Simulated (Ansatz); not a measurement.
# MnO (P6_3mc) in Ansatz: notebook

One crystal, MnO, is run at these levels: PBEsol; tasks: single point.

Everything below comes from runs of Ansatz 0.2.0. Logs are shortened: lines on timing, memory, paths and dates and some standing lists are left out, and cuts for length are marked.

**1. The crystal as given**

It takes space group P6_3mc (No. 186, hexagonal). The conventional cell has a = 3.372 Å, b = 3.372 Å, c = 5.386 Å, α = 90.00°, β = 90.00°, γ = 120.00°. Mn (site symmetry 3m) has 4 O at 1.96 to 2.08 Å as nearest neighbours. O (site symmetry 3m) has 4 Mn at 1.96 to 2.08 Å as nearest neighbours.

Measurements of this composition are mostly on another form, of space group No. 225.

**2. Single point, PBEsol, collinear spin, ferromagnetic start**

input.yaml

```yaml
crystal:
  lattice:
    - [3.3717, 0.0, 0.0]
    - [-1.68585, 2.9199778539, 0.0]
    - [0.0, 0.0, 5.3855]
  atoms:
    - { symbol: Mn, position: [0.6666666667, 0.3333333333, 0.51096], spin: 5.5 }
    - { symbol: Mn, position: [0.3333333333, 0.6666666667, 0.01096], spin: 5.5 }
    - { symbol: O, position: [0.6666666667, 0.3333333333, 0.87547] }
    - { symbol: O, position: [0.3333333333, 0.6666666667, 0.37547] }
hamiltonian:
  xc: pbesol
  pseudopotentials: { kind: paw }
magnetization:
  spin_polarized: true
kpoints:
  mp_grid: { grid: [9, 9, 5] }
scf:
  occupations: { method: fermi_dirac, width: 0.05 }
output:
  forces: true
  stress: true
  eigenvalues: true
```

Potentials or basis: Ansatz PAW.

The run is started by

```sh
$ ansatz run input.yaml --threads 2 --pin off --max-ram 5632MiB --backend cpu --events-out ev --progress --plain --runs-dir out
```

The program printed:

```text
Warning: where an SCF of this run starts from atoms to list the orders of its open shells, Mn (sites 0, 1, from 0) starts with 5.00 μB on its 3d shell, in the place of the 5.50 μB that the deck gives it: its open shells can hold no more by Hund's first rule. To start from spheres of the given moment, type scf.initial_density.shell_occupations: []
Warning: RAYON_NUM_THREADS=2 ignored (pool sized by the plan → 2); use --threads N
Engine: ansatz 0.2.0, x86_64-unknown-linux-gnu
Pseudopotentials: kind: paw
Pseudopotential: Mn, paw, valence charge 15, recommended cutoff 420 eV (normal), Mn.paw.azcp
Pseudopotential: O, paw, valence charge 6, recommended cutoff 420 eV (normal), O.paw.azcp
Functional definition: PBEsol
  exchange = pbesol_x
  correlation = pbesol_c
Crystal: 4 atoms, lattice volume = 53.022 Å³
Basis set: ecut = 420 eV, 1085 PW (Γ), exchange–correlation on 48×48×72 points (8 copies of the dense FFT grid, shifted against one another)
Bands: 32, of which v1, the nominal top of the filled ones, is band 21 counted from 1 (20 counted from 0)
Symmetry: 12 space group operations
Space group: P63mc (ITA 186), of the structure as read, at distance tolerance 3.8e-5 Å
Magnetic group: BNS 186.203 (UNI 1433), of the structure as read, at distance tolerance 3.8e-5 Å
k-points: 36 of 405 (time reversal used)
Non-local potential: Mn, projectors of the file, l = 0: 3, l = 1: 2, l = 2: 3, l = 3: 1
Non-local potential: O, projectors of the file, l = 0: 2, l = 1: 2, l = 2: 1
PAW form: soft (Blöchl's): semilocal exchange-correlation on the pseudo side does not see the compensation charge
PAW frozen core: Mn, regenerated for the run's functional, and the local potential with it (the file was generated under x = pbe(κ = 0.804, μ = 0.2195149727645171), c = pbe(β = 0.06672455060314922))
PAW frozen core: O, regenerated for the run's functional, and the local potential with it (the file was generated under x = pbe(κ = 0.804, μ = 0.2195149727645171), c = pbe(β = 0.06672455060314922))
PAW one-centre angular grid: Mn, 590 points (default); XC on 64 Gauss nodes
PAW one-centre angular grid: O, 110 points (default); XC on 64 Gauss nodes
Initial density: superposition of atomic densities (chi_scale 0.1, normalization cell, long waves kept (reshape's long-wave potential 0.00 eV rms))
Starting moments: Σ|m| = 11 μB on 2 of 4 sites
Initial wavefunctions: pseudopotential atomic-orbital guess
Functional: x = pbesol(κ = 0.804, μ = 0.12345679012345678), c = pbesol(β = 0.046)
SCF iter   1: F=—  HF=-8859.254543 eV  |F-HF|=—  |Δ(HF+E_count)|=         —  Δρ=7.83e-2 (↑7.48e-2 ↓7.83e-2)  dr2=9.68e0  dr2_m=1.79e-1  M=9.850 μB ∫|m|=9.850 μB  β_m=0.30  ethr=3.10e-3  ⟨swp⟩=5.6  Hψ=8203  notcnv=0
Mixer restart at iter 1: flushing history
preconditioner: auto → Kerker (q_TF=auto, 2.624 Å⁻¹)  [metal: Δε(μ)=0.023 eV  Ē_g=11.005 eV  σ=0.050 eV  W_gap=0.11  n_scr=22 (ndim 8)  ℏωp=26.0 eV  f_vac=0.000  D(μ)=1.56/eV (n_scr^D=8)]
spin=Collinear: Kerker preconditioning applied to the charge; magnetization (m = ρ↑ − ρ↓) channel mixes plain (no charge-response kernel on spin).
SCF iter   2: F=—  HF=-8858.553295 eV  |F-HF|=—  |Δ(HF+E_count)|=   7.01e-1  Δρ=3.90e-2 (↑3.28e-2 ↓3.90e-2)  dr2=2.50e0  dr2_m=7.21e-2  M=9.975 μB ∫|m|=9.975 μB  β_m=0.41  ethr=3.10e-3  ⟨swp⟩=3.1  Hψ=5204  notcnv=0  defer=193
SCF iter   3: F=—  HF=-8858.529240 eV  |F-HF|=—  |Δ(HF+E_count)|=   2.41e-2  Δρ=1.88e-2 (↑1.16e-2 ↓1.88e-2)  dr2=4.35e-1  dr2_m=4.36e-2  M=9.980 μB ∫|m|=9.980 μB  β_m=0.68  ethr=3.10e-3  ⟨swp⟩=2.9  Hψ=4226  notcnv=0  defer=187
SCF iter   4: F=—  HF=-8858.464167 eV  |F-HF|=—  |Δ(HF+E_count)|=   6.51e-2  Δρ=5.97e-3 (↑5.97e-3 ↓4.94e-3)  dr2=6.04e-2  dr2_m=5.39e-4  M=9.989 μB ∫|m|=9.989 μB  β_m=0.72  ethr=1.04e-3  ⟨swp⟩=2.3  Hψ=3561  notcnv=0  defer=187
SCF iter   5: F=—  HF=-8858.469983 eV  |F-HF|=—  |Δ(HF+E_count)|=         —  Δρ=3.16e-3 (↑2.99e-3 ↓3.16e-3)  dr2=1.49e-2  dr2_m=2.28e-4  M=9.988 μB ∫|m|=9.988 μB  β_m=0.72  ethr=1.44e-4  ⟨swp⟩=2.3  Hψ=3679  notcnv=0  defer=187
Mixer restart at iter 5: flushing history
SCF iter   6: F=—  HF=-8858.473488 eV  |F-HF|=—  |Δ(HF+E_count)|=   3.50e-3  Δρ=1.48e-3 (↑1.48e-3 ↓1.25e-3)  dr2=2.85e-3  dr2_m=2.69e-4  M=9.989 μB ∫|m|=9.989 μB  β_m=0.79  ethr=3.54e-5  ⟨swp⟩=2.7  Hψ=4038  notcnv=0  defer=187
SCF iter   7: F=—  HF=-8858.475317 eV  |F-HF|=—  |Δ(HF+E_count)|=   1.83e-3  Δρ=8.83e-4 (↑8.83e-4 ↓6.37e-4)  dr2=9.73e-4  dr2_m=3.20e-5  M=9.988 μB ∫|m|=9.988 μB  β_m=0.87  ethr=6.78e-6  ⟨swp⟩=2.5  Hψ=3706  notcnv=0  defer=187
SCF iter   8: F=—  HF=-8858.476120 eV  |F-HF|=—  |Δ(HF+E_count)|=   8.03e-4  Δρ=2.67e-4 (↑2.67e-4 ↓2.59e-4)  dr2=1.87e-4  dr2_m=5.02e-7  M=9.988 μB ∫|m|=9.988 μB  β_m=0.93  ethr=2.32e-6  ⟨swp⟩=2.9  Hψ=4298  notcnv=0  defer=187
SCF iter   9: F=—  HF=-8858.476173 eV  |F-HF|=—  |Δ(HF+E_count)|=   5.33e-5  Δρ=1.56e-4 (↑1.56e-4 ↓8.61e-5)  dr2=2.03e-5  dr2_m=2.00e-6  M=9.988 μB ∫|m|=9.988 μB  β_m=0.96  ethr=4.45e-7  ⟨swp⟩=2.4  Hψ=3312  notcnv=0  defer=187
SCF iter  10: F=—  HF=-8858.476168 eV  |F-HF|=—  |Δ(HF+E_count)|=   5.19e-6  Δρ=5.26e-5 (↑5.25e-5 ↓5.26e-5)  dr2=4.41e-6  dr2_m=7.12e-8  M=9.988 μB ∫|m|=9.988 μB  β_m=0.98  ethr=4.83e-8  ⟨swp⟩=2.0  Hψ=3195  notcnv=0  defer=187
SCF iter  11: F=—  HF=-8858.476170 eV  |F-HF|=—  |Δ(HF+E_count)|=   1.68e-6  Δρ=1.10e-5 (↑1.04e-5 ↓1.10e-5)  dr2=2.64e-7  dr2_m=6.93e-9  M=9.988 μB ∫|m|=9.988 μB  β_m=0.99  ethr=1.05e-8  ⟨swp⟩=2.1  Hψ=3092  notcnv=0  defer=187
SCF iter  12: F=-8858.476170 eV  HF=-8858.476170 eV  |F-HF|=7.70e-8  |Δ(HF+E_count)|=   1.46e-7  Δρ=8.53e-6 (↑6.16e-6 ↓8.53e-6)  dr2=9.32e-8  dr2_m=1.07e-9  M=9.988 μB ∫|m|=9.988 μB  ethr=2.38e-10  ⟨swp⟩=8.0  Hψ=9994  notcnv=0
SCF 1 converged in 12 iterations: F = -8858.476170 eV  dr2 = 9.32e-8
WARN: an SCF from antiferromagnetic starting moments (-5.50, 5.50, 0.00, 0.00 Bohr magnetons, atom by atom) was not made, by what the run has read of turns of its moments that order reads lower: the deck asks for what bars it, or types moments that do (magnetization.spin_polarized, in the input reference, names some of the keys), or the run goes by scf.lower_state_search: light, the default, which as a rule tries one only behind a close that has lost an order of both signs, or on which an open d or half-filled 4f shell of a PAW file has lost a moment that was set nearer to Hund's than to what is left; or, under a Hubbard U, one that names an f shell that the input leaves bare beside given moments, or a larger moment for a shell of low spin that is given one. standard, with a start from the atoms, tries one behind each close (in a relaxation, ahead of its steps or at their end). To set out from that order, type those moments (crystal.atoms[].spin; where shells were raised to Hund's moment, beside crystal.symmetry.detect: false) under scf.lower_state_search: light. The bands of the close that named these starting moments, or of the one ahead of a search that led to it (under cold or Methfessel-Paxton smearing those of the Gaussian ahead of it) read a cost of -720.72 meV for the turn to them, carried on from a small turn (-720.72 by the pairs of d shells alone)
SCF converged after 12 iterations
Magnetization: 9.9881 μB (25.9941 up, 16.0059 down)
Absolute magnetization: 9.9881 μB (∫|ρ↑−ρ↓|, with the PAW one-centre terms)
Spin contamination: 0.0126 ħ² per cell (⟨S²⟩ above its minimum at these occupations)
Per-site moments (μB) at R_I (Å): [(3.8239777282890226, 0.8097657995624999), (3.8239777282890235, 0.8097657995625), (0.2224976134240428, 0.8097657995624999), (0.22249761342404428, 0.8097657995625)]
Free energy (F): -8858.476170 eV
Harris-Foulkes:  -8858.476170 eV  (|F-HF|=7.70e-8)
Internal energy: -8858.472813 eV  (E = F + TS)
E sigma→0 (E₀):  -8858.474491 eV
Entropy (-TS):   -0.003357 eV (-0.839 meV/atom)
Fermi energy:    10.625022 eV
--- Per-component energies (eV) ---
  E_band       = -615.922650
  E_kinetic    = 945.761265
  E_local      = -5216.913883  (includes V_loc(G=0)·N_el)
  E_nonlocal   = 606.335989
  E_hartree    = 2101.126114
  E_xc         = -364.562794
  E_vxc        = -468.055811  (∫ρ·V_xc dr)
  E_paw        = -2858.460151  (= ΣΔE_a)
  E_vpaw       = -685.301376  (= ΣTr[D̂ρ^β])
  E_aug_tail   = 0.004804  (compensation charges beyond the density's cutoff)
  E_ewald      = -4072.174031
  E_core_change = 0.409876  (= ΣΔE_core)
  E_smearing   = -0.003357  (= −TS)
  E_closure    = -0.000000  (closes the sum)
  Σ components = -8858.476170   (vs F -8858.476170, Δ=0.00e0)
--- Forces (eV/Å), atoms counted from 1 ---
  atom   1  Mn     0.00000000     0.00000000    -0.59090471
  atom   2  Mn     0.00000000    -0.00000000    -0.59090471
  atom   3  O      0.00000000    -0.00000000     0.59089210
  atom   4  O      0.00000000     0.00000000     0.59089210
  max |Σ_I F_I| component: 2.52e-5 eV/Å
--- Stress (GPa, compression-positive) ---
       -1.625882       0.000000       0.000000
        0.000000      -1.625882       0.000000
        0.000000      -0.000000       5.627401
  P = ⅓ Tr σ = 0.7919 GPa (7.919 kbar)
--- Band table (eV; the first three rows and the last of 72) ---
  k-point 0 ↑: bands = ["-70.9184", "-70.9152", "-39.8131", "-39.8085", "-39.8085", "-39.8024", "-39.8024", "-39.7745", "-9.4005", "-8.8626", "3.3733", "4.1360", "4.3197", "4.3197", "4.6695", "4.6695", "7.4391", "7.4391", "7.9359", "7.9917", "7.9917", "8.9907", "9.5526", "9.5526", "10.6259", "10.6259", "10.6813", "14.1735", "16.0989", "21.9686", "21.9686", "22.6203"]
  k-point 1 ↑: bands = ["-70.9180", "-70.9155", "-39.8094", "-39.8080", "-39.8080", "-39.8030", "-39.8030", "-39.7782", "-9.3484", "-8.9129", "3.3461", "3.9504", "4.3408", "4.3408", "4.6219", "4.6219", "7.5085", "7.5085", "7.9672", "7.9672", "8.2248", "9.2177", "9.6409", "9.6409", "10.5186", "10.5186", "10.7428", "13.4756", "16.8069", "21.5159", "21.9398", "21.9398"]
  k-point 2 ↑: bands = ["-70.9173", "-70.9163", "-39.8064", "-39.8064", "-39.8045", "-39.8045", "-39.7998", "-39.7879", "-9.2125", "-9.0459", "3.3791", "3.6035", "4.4067", "4.4067", "4.5128", "4.5128", "7.6796", "7.6796", "7.8614", "7.8614", "8.8496", "9.3207", "9.8968", "9.8968", "10.2374", "10.2374", "11.2463", "12.3037", "18.1043", "19.7068", "21.9781", "21.9781"]
  k-point 35 ↓: bands = ["-66.1549", "-66.1549", "-35.1575", "-35.1575", "-35.1451", "-35.1410", "-35.1218", "-35.1218", "-8.3176", "-8.3176", "4.6288", "4.6288", "4.9333", "4.9958", "5.9614", "5.9614", "11.0693", "11.2670", "11.9496", "11.9496", "12.5139", "12.5509", "12.8023", "12.8023", "13.1911", "13.1911", "17.8025", "17.9565", "18.2198", "18.2198", "19.9417", "19.9417"]
```

Run time: 2.3 s. Hardware: 2 threads of AMD EPYC 9R45 (Zen 5), shared host; peak memory 0.49 GiB.

What came out:

| Quantity | Value |
| --- | --- |
| Free energy | -8858.4762 eV |
| Pressure | 0.8 GPa |
| Largest force | 0.591 eV/Å |
| Band gap on the k mesh | none (metal or under the smearing width) |
| Net moment | 9.99 μB per cell |
| Absolute moment | 9.99 μB per cell |
| Site moments | Mn +3.82; O +0.22 μB |

Forces in eV/Å, atoms in the order of the input:
```
Mn   0.000  0.000 -0.591
Mn   0.000  0.000 -0.591
O    0.000  0.000  0.591
O    0.000  0.000  0.591
```

Caveat: the magnetic or orbital state may not be the lowest; the pressure holds a Pulay correction of +0.5 GPa for the finite cutoff; semilocal functionals often make such compounds metallic where correlation or magnetic order opens a gap, which also shifts bond lengths; only a ferromagnetic start was run, and an antiferromagnetic order may lie lower in energy; the PAW data sets come from PBE, with cores solved anew for the run's functional, which leaves a small shift of forces and pressure. With open d or f shells a metallic result of PBEsol can be an artefact of self-interaction; +U or a hybrid may open a gap.

**3. Single point, PBEsol, non-collinear spin, random start**

input.yaml

```yaml
crystal:
  lattice:
    - [3.3717, 0.0, 0.0]
    - [-1.68585, 2.9199778539, 0.0]
    - [0.0, 0.0, 5.3855]
  atoms:
    - { symbol: Mn, position: [0.6666666667, 0.3333333333, 0.51096], spin: 4.2, spin_axis: [-2.769, -0.543, 3.111] }
    - { symbol: Mn, position: [0.3333333333, 0.6666666667, 0.01096], spin: 3.61, spin_axis: [-1.352, -1.755, -2.85] }
    - { symbol: O, position: [0.6666666667, 0.3333333333, 0.87547] }
    - { symbol: O, position: [0.3333333333, 0.6666666667, 0.37547] }
hamiltonian:
  xc: pbesol
  pseudopotentials: { kind: paw }
magnetization:
  noncollinear: true
  spin_orbit: false
kpoints:
  mp_grid: { grid: [7, 7, 4] }
scf:
  occupations: { method: fermi_dirac, width: 0.05 }
output:
  forces: true
  stress: true
  eigenvalues: true
  write_density: true
  write_potential: true
  elf: true
  volumetric_format: npy
```

Potentials or basis: Ansatz PAW.

The run is started by

```sh
$ ansatz run input.yaml --threads 2 --pin off --max-ram 5632MiB --backend cpu --events-out ev --progress --plain --runs-dir out
```

The program printed:

```text
Warning: RAYON_NUM_THREADS=2 ignored (pool sized by the plan → 2); use --threads N
[... 1 set-up line as earlier in the session ...]
[... 95 lines left out ...]
  k-point 1: bands = ["-70.8526", "-70.8526", "-66.2762", "-66.2761", "-39.7464", "-39.7464", "-39.7463", "-39.7463", "-39.7142", "-39.7142", "-35.2718", "-35.2717", "-35.2305", "-35.2305", "-35.2304", "-35.2304", "-9.2078", "-9.2078", "-8.7968", "-8.7968", "3.6906", "3.6907", "4.4054", "4.4055", "4.5583", "4.5583", "4.5583", "4.5583", "5.3942", "5.3942", "5.3942", "5.3942", "7.9669", "7.9669", "7.9669", "7.9669", "9.1783", "9.1784", "9.8846", "9.8846", "9.8846", "9.8846", "10.3612", "10.3614", "12.0436", "12.0436", "12.0437", "12.0437", "12.8511", "12.8512", "13.3964", "13.3964"]
  k-point 2: bands = ["-70.8527", "-70.8526", "-66.2762", "-66.2761", "-39.7464", "-39.7464", "-39.7463", "-39.7463", "-39.7142", "-39.7141", "-35.2719", "-35.2718", "-35.2305", "-35.2305", "-35.2304", "-35.2304", "-9.0915", "-9.0915", "-8.9108", "-8.9107", "3.7667", "3.7667", "4.0908", "4.0908", "4.5603", "4.5603", "4.5603", "4.5603", "5.3618", "5.3618", "5.3619", "5.3619", "8.0122", "8.0122", "8.0123", "8.0123", "9.3344", "9.3344", "9.9258", "9.9258", "9.9259", "9.9259", "11.6808", "11.6808", "11.9124", "11.9124", "12.0432", "12.0432", "12.0432", "12.0432", "13.3336", "13.3336"]
  k-point 27: bands = ["-70.8509", "-70.8508", "-66.2740", "-66.2740", "-39.7658", "-39.7657", "-39.7588", "-39.7587", "-39.7112", "-39.7111", "-35.2676", "-35.2676", "-35.2564", "-35.2563", "-35.2464", "-35.2463", "-8.7676", "-8.7676", "-8.6000", "-8.6000", "3.8408", "3.8408", "3.9459", "3.9459", "4.3201", "4.3201", "4.7116", "4.7116", "5.1756", "5.1757", "5.5251", "5.5251", "7.5592", "7.5593", "8.2583", "8.2583", "8.5595", "8.5596", "9.0220", "9.0221", "9.2541", "9.2541", "11.1093", "11.1093", "11.9711", "11.9711", "12.3284", "12.3284", "12.6975", "12.6975", "12.9472", "12.9472"]
```

v_z.tsv:

```text
# z_ang	v_es[eV]	v_tot[eV]	b_x[eV]	b_y[eV]	b_z[eV]
# format = ansatz-planar-average/11
# xc	pbesol
# density_cutoff_ev	1680
# datasets	Mn=:simpson_from_first_knot:soft:shift=-858434	O=:simpson_from_first_knot:soft:shift=-234619
# lattice	3.371700000	0.000000000	0.000000000
# lattice	-1.685850000	2.919977854	0.000000000
# lattice	0.000000000	0.000000000	5.385500000
# sites	4
# site	25	1.685850000	0.973325951	2.751775080
# site	25	0.000000000	1.946651903	0.059025080
# site	8	1.685850000	0.973325951	4.714843685
# site	8	0.000000000	1.946651903	2.022093685
0.000000	-8.147068e-1	-1.344082e1	-1.090116e-1	1.354816e-1	5.824567e-1
0.149597	-2.246712e-1	-1.220626e1	-1.241386e-1	1.542776e-1	6.632695e-1
0.299194	7.740405e-1	-1.037254e1	-1.422528e-1	1.767915e-1	7.600584e-1
0.448792	2.529283e0	-7.595455e0	-1.604870e-1	1.994490e-1	8.574725e-1
0.598389	4.876468e0	-4.199482e0	-1.722125e-1	2.140162e-1	9.201068e-1
0.747986	7.427661e0	-7.508470e-1	-1.655123e-1	2.056604e-1	8.842230e-1
[... 28 lines left out ...]
5.086306	-1.619789e0	-1.468812e1	-9.312502e-2	1.157542e-1	4.976228e-1
5.235903	-1.533738e0	-1.452616e1	-9.889112e-2	1.229127e-1	5.284088e-1
```

Run time: 9.5 s. Hardware: 2 threads of AMD EPYC 9R45 (Zen 5), shared host; peak memory 0.52 GiB.

Results:

* Free energy: -8859.0185 eV
* Pressure: -5.9 GPa
* Largest force: 0.028 eV/Å
* Band gap on the k mesh: none (metal or under the smearing width)
* Net moment: 0.00 μB per cell
* Absolute moment: 9.11 μB per cell

Forces in eV/Å, atoms in the order of the input:
```
Mn   0.000  0.000 -0.028
Mn   0.000  0.000 -0.028
O    0.000  0.000  0.028
O    0.000  0.000  0.028
```

Levels at points of the mesh, in eV from the Fermi level:
| k point | band 38 | band 39 | band 40 | band 41 | band 42 | band 43 | band 44 | band 45 | band 46 | band 47 |
| --- | --- | --- | --- | --- | --- | --- | --- | --- | --- | --- |
| (0.00, 0.00, 0.00) | -0.93 | -0.39 | -0.39 | -0.17 | -0.17 | -0.17 | -0.17 | 2.03 | 2.03 | 2.03 |
| (0.00, 0.00, -0.50) | -0.68 | -0.09 | -0.09 | -0.09 | -0.09 | 1.67 | 1.67 | 1.90 | 1.90 | 2.03 |

Moments on the atoms (μB; x, y, z):
```
Mn  -0.71  0.88  3.79
Mn   0.71 -0.88 -3.79
O    0.05 -0.06 -0.27
O   -0.05  0.06  0.27
```

Caveat: the pressure holds a Pulay correction of +0.5 GPa for the finite cutoff; semilocal functionals often make such compounds metallic where correlation or magnetic order opens a gap, which also shifts bond lengths; the PAW data sets come from PBE, with cores solved anew for the run's functional, which leaves a small shift of forces and pressure; the starting moments weren't kept. With open d or f shells a metallic result of PBEsol can be an artefact of self-interaction; +U or a hybrid may open a gap.
